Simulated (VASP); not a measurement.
# In (I4/mmm) in VASP: further runs, part 2 of 3

VASP 6.6.1. The steps go on from the part before.

**3. Relaxation of cell and atoms, PBEsol**

This run uses another cell than the first one, of 26.14 Å³/atom, 1.062 times its volume.

INCAR reads:

```
  PREC = Accurate
  ENCUT = 600
  EDIFF = 1E-6
  ISMEAR = 1
  SIGMA = 0.1
  LREAL = False
  LASPH = True
  NELM = 80
  ALGO = Normal
  ISIF = 3
  LWAVE = False
  LCHARG = False
  GGA = PS
  IBRION = 2
  NSW = 90
  EDIFFG = -0.01
```

KPOINTS reads:

```
regular mesh
0
Gamma
  16 16 16
```

POSCAR reads:

```
In
1.0
   -1.6254700000      1.6254700000      2.4737000000
    1.6254700000     -1.6254700000      2.4737000000
    1.6254700000      1.6254700000     -2.4737000000
In
1
Direct
    0.0000000000      0.0000000000      0.0000000000
```

Potentials or basis: VASP PAW PBE potentials, release 64 (In_d).

Run with:

```
$ cat potpaw_PBE.64/In_d/POTCAR > POTCAR
$ mpirun -np 1 vasp_std > vasp.out
```

It took 1.7 min on 1 thread of Intel Xeon Platinum 8488C (Sapphire Rapids), shared host; peak memory 0.26 GiB.

The run converged. Its results:

- Free energy: -2.9853 eV
- Relaxed volume: 25.55 Å³/atom
- Relaxed cell: a = 3.352 Å, b = 3.352 Å, c = 3.352 Å, α = 122.52°, β = 122.52°, γ = 85.69°
- Space group after relaxing (to 0.05 Å): I4/mmm (No. 139)
- Energy gained by relaxing: 1.9 meV/atom
- Ionic steps: 4
- Pressure after relaxing: 0.0 GPa
- Band gap on the k mesh: none (metal or under the smearing width)

Stress tensor (GPa, compression positive):
```
-0.04  0.00  0.00
 0.00 -0.04  0.00
 0.00  0.00  0.05
```

Step by step:
```
step  energy change (eV)  largest force (eV/Å)  pressure (GPa)  volume (Å³)
   1              0.0000                0.0000           -0.98        26.14
   2             -0.0019                0.0000            0.02        25.54
   3             -0.0019                0.0000            0.00        25.55
   4             -0.0019                0.0000           -0.01        25.55
```

Final structure:
```
In
1.0
    -1.61199    1.61199    2.45800
     1.61199   -1.61199    2.45800
     1.61199    1.61199   -2.45800
In
1
Direct
  0.00000 0.00000 0.00000
```

Levels at points of the mesh, in eV from the Fermi level:
```csv
k point,band 2,band 3,band 4,band 5,band 6,band 7,band 8,band 9,band 10
"(0.00, 0.00, 0.00)",-14.57,-14.57,-14.48,-14.37,-9.77,10.69,10.69,10.88,11.60
"(0.50, 0.00, 0.00)",-14.65,-14.55,-14.28,-14.24,-4.37,-3.53,7.59,9.30,11.14
"(0.50, 0.50, 0.00)",-14.75,-14.27,-14.26,-14.16,-2.07,-1.64,3.50,3.94,7.09
"(0.50, 0.50, 0.50)",-14.74,-14.26,-14.23,-14.23,-2.98,-2.82,4.76,4.76,8.30
```

Caveat: the PAW data sets were made with another functional, which shifts forces and pressure a little.

**4. Relaxation of cell and atoms, PBEsol**

This run uses another cell than the first one, of 25.55 Å³/atom, 1.038 times its volume.

Edit INCAR of step 3 so:

```diff
@@ -2,3 +2,3 @@
   ENCUT = 600
-  EDIFF = 1E-6
+  EDIFF = 1E-7
   ISMEAR = 1
@@ -15,2 +15,2 @@
   NSW = 90
-  EDIFFG = -0.01
+  EDIFFG = -0.005
```

KPOINTS is that of step 3.

POSCAR reads:

```
In                                      
1.0
   -1.6119940398      1.6119940398      2.4580007458
    1.6119940398     -1.6119940398      2.4580007458
    1.6119940398      1.6119940398     -2.4580007458
  In            
     1
Direct
     0.0000000000000000    0.0000000000000000    0.0000000000000000
```

Potentials or basis: VASP PAW PBE potentials, release 64 (In_d).

Run with:

```
$ cat potpaw_PBE.64/In_d/POTCAR > POTCAR
$ mpirun -np 1 vasp_std > vasp.out
```

OUTCAR:

```text
PREC = Accurate
   ENCUT = 600
   EDIFF = 1E-7
   ISMEAR = 1
   LREAL = False
   LASPH = True
   NELM = 80
   ISIF = 3
   GGA = PS
   IBRION = 2
   NSW = 90
   EDIFFG = -0.005

 ion  position               nearest neighbor table
   1  0.000  0.000  0.000-

  LATTYP: Found a body centered tetragonal cell.
 ALAT       =     3.2239880796
 C/A-ratio  =     1.5248199963

  Lattice vectors:

 A1 = (  -1.6119940398,   1.6119940398,   2.4580007458)
 A2 = (   1.6119940398,  -1.6119940398,   2.4580007458)
 A3 = (   1.6119940398,   1.6119940398,  -2.4580007458)

Analysis of symmetry for initial positions (statically):
=====================================================================
 Subroutine PRICEL returns:
 Original cell was already a primitive cell.

 Routine SETGRP: Setting up the symmetry group for a
 body centered tetragonal supercell.

 Subroutine GETGRP returns: Found 16 space group operations
 (whereof 16 operations were pure point group operations)
 out of a pool of 16 trial point group operations.

The static configuration has the point symmetry D_4h.

Analysis of symmetry for dynamics (positions and initial velocities):
=====================================================================
 Subroutine PRICEL returns:
 Original cell was already a primitive cell.

 Routine SETGRP: Setting up the symmetry group for a
 body centered tetragonal supercell.

 Subroutine GETGRP returns: Found 16 space group operations
 (whereof 16 operations were pure point group operations)
 out of a pool of 16 trial point group operations.

The dynamic configuration has the point symmetry D_4h.

 Subroutine INISYM returns: Found 16 space group operations
 (whereof 16 operations are pure point group operations),
 and found     1 'primitive' translations

[... 143 lines left out ...]

------------------------ aborting loop because EDIFF is reached ----------------------------------------

  FORCE on cell =-STRESS in cart. coord.  units (eV):
  Direction    XX          YY          ZZ          XY          YZ          ZX
  --------------------------------------------------------------------------------------
  -------------------------------------------------------------------------------------
  Total       -0.0092641     -0.0092641      0.0081609      0.0000000     -0.0000000      0.0000000
  in kB       -0.5809605     -0.5809605      0.5117737      0.0000000     -0.0000000      0.0000000
  external PRESSURE =      -0.2167158 kB  Pullay stress =       0.0000000 kB
[... 86 lines left out ...]
  FREE ENERGIE OF THE ION-ELECTRON SYSTEM (eV)
  ---------------------------------------------------
  free  energy   TOTEN  =        -2.9852415329 eV

  energy  without entropy=       -2.9851349214  energy(sigma->0) =       -2.98520600

[... ionic steps 4 to 24 ...]

--------------------------------------- Ionic step       25  -------------------------------------------

 number of electron      13.0000001 magnetization

------------------------ aborting loop because EDIFF is reached ----------------------------------------
[... 65 lines left out ...]
--------------------------------------- Ionic step       27  -------------------------------------------

 number of electron      13.0000001 magnetization

 Free energy of the ion-electron system (eV)
  ---------------------------------------------------
  ext. energy  EPLUGINS =         0.00000000
  ---------------------------------------------------
  free energy    TOTEN  =        -2.98657161 eV

  energy without entropy =       -2.98687208  energy(sigma->0) =       -2.98667177

 E-fermi :   7.6241     XC(G=0): -10.5209

 val. band max:        7.6020265701   @ k =  -0.3750   0.0625   0.0000
 cond. band min:       7.6364677398   @ k =  -0.3750   0.3750   0.3750
 fundamental gap:      0.0344411698
 Fermi energy:         7.6241386297

 k-point     1 :       0.0000    0.0000    0.0000
  band No.  band energies     occupation
      1      -7.0579      2.00000
      2      -6.8848      2.00000
      3      -6.8848      2.00000
      4      -6.8467      2.00000
      5      -6.6815      2.00000
      6      -2.1037      2.00000
      7      18.3721      0.00000
      8      18.3721      0.00000
      9      18.5992      0.00000
     10      19.3382      0.00000
[... 287 lines left out ...]
 k-point    24 :      -0.0625    0.0625    0.0000
  band No.  band energies     occupation
      1      -7.0378      2.00000
      2      -6.8952      2.00000
      3      -6.8756      2.00000
      4      -6.8402      2.00000
      5      -6.6906      2.00000
      6      -1.9792      2.00000
      7      17.5659      0.00000
      8      17.8118      0.00000
      9      17.9029      0.00000
     10      18.7767      0.00000

 [... further k-points ...]

------------------------ aborting loop because EDIFF is reached ----------------------------------------

  FORCE on cell =-STRESS in cart. coord.  units (eV):
  Direction    XX          YY          ZZ          XY          YZ          ZX
  --------------------------------------------------------------------------------------
  -------------------------------------------------------------------------------------
  Total        0.0027147      0.0027147     -0.0046974     -0.0000000      0.0000000     -0.0000000
  in kB        0.1703257      0.1703257     -0.2947273     -0.0000000      0.0000000     -0.0000000
  external PRESSURE =       0.0153081 kB  Pullay stress =       0.0000000 kB
[... 16 lines left out ...]
  FREE ENERGIE OF THE ION-ELECTRON SYSTEM (eV)
  ---------------------------------------------------
  free  energy   TOTEN  =        -2.9865716116 eV

  energy  without entropy=       -2.9868720803  energy(sigma->0) =       -2.98667177

 reached required accuracy - stopping structural energy minimisation
```

OSZICAR:

```text
N       E                     dE             d eps       ncg     rms          rms(c)
DAV:   1     0.742693059000E+02    0.74269E+02   -0.71229E+03  6992   0.183E+03
DAV:   2    -0.164900802082E+00   -0.74434E+02   -0.73208E+02  7060   0.301E+02
DAV:   3    -0.296693215357E+01   -0.28020E+01   -0.27890E+01  8154   0.665E+01
DAV:   4    -0.302791231954E+01   -0.60980E-01   -0.60958E-01  8794   0.986E+00
[... 198 lines left out ...]
DAV:   1    -0.298659240184E+01   -0.23868E-04   -0.64945E-04  8020   0.430E-01    0.255E-02
DAV:   2    -0.298657740627E+01    0.14996E-04   -0.26812E-05  7926   0.122E-01    0.130E-02
DAV:   3    -0.298657222472E+01    0.51816E-05   -0.92067E-06 10344   0.780E-02    0.406E-03
DAV:   4    -0.298657163860E+01    0.58612E-06   -0.95348E-07  9320   0.200E-02    0.174E-03
DAV:   5    -0.298657161160E+01    0.27007E-07   -0.49417E-08  3662   0.466E-03
  27 F= -.29865716E+01 E0= -.29866718E+01  d E =-.452234E-05
```

CONTCAR:

```text
In
   1.00000000000000
    -1.5943647435065667    1.5943647435065662    2.5113719142606579
     1.5943647435065667   -1.5943647435065671    2.5113719142606588
     1.5943647435065667    1.5943647435065671   -2.5113719142606588
  In
     1
Direct
     0.0000000000000000    0.0000000000000000    0.0000000000000000

  0.00000000E+00  0.00000000E+00  0.00000000E+00
```

Run time: 11 min. Hardware: 1 thread of Intel Xeon Platinum 8488C (Sapphire Rapids), shared host; peak memory 0.27 GiB.

Results:

```
Free energy                            : -2.9866 eV
Relaxed volume                         : 25.54 Å³/atom
Relaxed cell                           : a = 3.375 Å, b = 3.375 Å, c = 3.375 Å, α = 123.62°, β = 123.62°, γ = 83.84°
Space group after relaxing (to 0.05 Å) : I4/mmm (No. 139)
Energy gained by relaxing              : 1.4 meV/atom
Ionic steps                            : 27
Pressure after relaxing                : 0.0 GPa
Band gap on the k mesh                 : none (metal or under the smearing width)
```

Step by step:
| step | energy change (eV) | largest force (eV/Å) | pressure (GPa) | volume (Å³) |
| --- | --- | --- | --- | --- |
| 1 | 0.0000 | 0.0000 | -0.02 | 25.55 |
| 2 | 0.0000 | 0.0000 | 0.01 | 25.54 |
| 3 | 0.0000 | 0.0000 | 0.09 | 25.50 |
| 4 | -0.0001 | 0.0000 | 0.22 | 25.42 |
| 5 | -0.0004 | 0.0000 | 0.51 | 25.27 |
| 6 | 0.0009 | 0.0000 | 1.14 | 24.95 |
| 7 | -0.0004 | 0.0000 | 0.59 | 25.22 |
| 8 | -0.0004 | 0.0000 | 0.66 | 25.19 |
| 9 | -0.0004 | 0.0000 | 0.64 | 25.20 |
| 10 | -0.0004 | 0.0000 | 0.64 | 25.20 |
| 11 | -0.0004 | 0.0000 | 0.64 | 25.20 |
| 12 | -0.0004 | 0.0000 | 0.64 | 25.19 |
| 13 | -0.0004 | 0.0000 | 0.65 | 25.19 |
| 14 | -0.0004 | 0.0000 | 0.67 | 25.18 |
| 15 | -0.0004 | 0.0000 | 0.67 | 25.17 |
| 16 | -0.0004 | 0.0000 | 0.67 | 25.18 |
| 17 | -0.0005 | 0.0000 | 0.67 | 25.18 |
| 18 | -0.0005 | 0.0000 | 0.66 | 25.19 |
| 19 | -0.0006 | 0.0000 | 0.63 | 25.20 |
| 20 | -0.0007 | 0.0000 | 0.57 | 25.23 |
| 21 | -0.0009 | 0.0000 | 0.47 | 25.28 |
| 22 | -0.0012 | 0.0000 | 0.26 | 25.39 |
| 23 | -0.0013 | 0.0000 | -0.11 | 25.60 |
| 24 | -0.0014 | 0.0000 | 0.04 | 25.52 |
| 25 | -0.0014 | 0.0000 | 0.02 | 25.53 |
| 26 | -0.0014 | 0.0000 | 0.01 | 25.53 |
| 27 | -0.0014 | 0.0000 | 0.00 | 25.54 |

Final structure:
```
In
1.0
    -1.59436    1.59436    2.51137
     1.59436   -1.59436    2.51137
     1.59436    1.59436   -2.51137
In
1
Direct
  0.00000 0.00000 0.00000
```

Caveat: the PAW data sets were made with another functional, which shifts forces and pressure a little.

(Continued in part 3 of 3.)
